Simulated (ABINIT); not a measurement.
Si in ABINIT: convergence with tolvrs

The system is Si.

```
Si
1.0
     0.00000    2.72185    2.72185
     2.72185    0.00000    2.72185
     2.72185    2.72185    0.00000
Si
2
Direct
  0.50000 0.50000 0.50000
  0.75000 0.75000 0.75000
```

| Item | Value |
| --- | --- |
| Program | ABINIT 10.8.3 (patched build) |
| Task | single point |
| Functional | RPBE |
| Potentials or basis | SG15 NC PBE v1.2 |
| Cutoff | 490 eV |
| k mesh | 8 × 8 × 8 |
| Occupations | methfessel-paxton, width 0.1 eV |
| Spin | no spin polarisation |

These are the settings of the first run; the series varies tolvrs, with any setting tied to it.

Hardware: 1 thread of Arm Neoverse N1, on a shared host.

| tolvrs | energy less the tightest run (meV/atom) | pressure (GPa) | SCF cycles | CPU time (s) | peak memory (GiB) |
| --- | --- | --- | --- | --- | --- |
| 0.01 | 0.01 | 2.22 | 3 | 4.7 | 0.06 |
| 0.001 | 0.00 | 2.15 | 4 | 5.5 | 0.07 |
| 0.0001 | 0.00 | 2.14 | 5 | 6.2 | 0.07 |
| 1e-05 | 0.00 | 2.14 | 5 | 6.2 | 0.07 |
| 1e-06 | 0.00 | 2.14 | 6 | 7 | 0.07 |
| 1e-08 | 0.00 | 2.14 | 7 | 7.7 | 0.07 |
| 1e-10 | 0.00 | 2.14 | 8 | 8.4 | 0.07 |
| 1e-13 | 0.00 | 2.14 | 10 | 9.8 | 0.07 |

Against the tightest run, the energy stays within 1 meV/atom from 0.01 on; the pressure stays within 0.1 GPa from 0.01 on. The tightest run that finished is the yardstick and may itself not be fully converged.

Caveat, for the tightest run too: the potentials were made for another functional, which shifts forces and pressure.
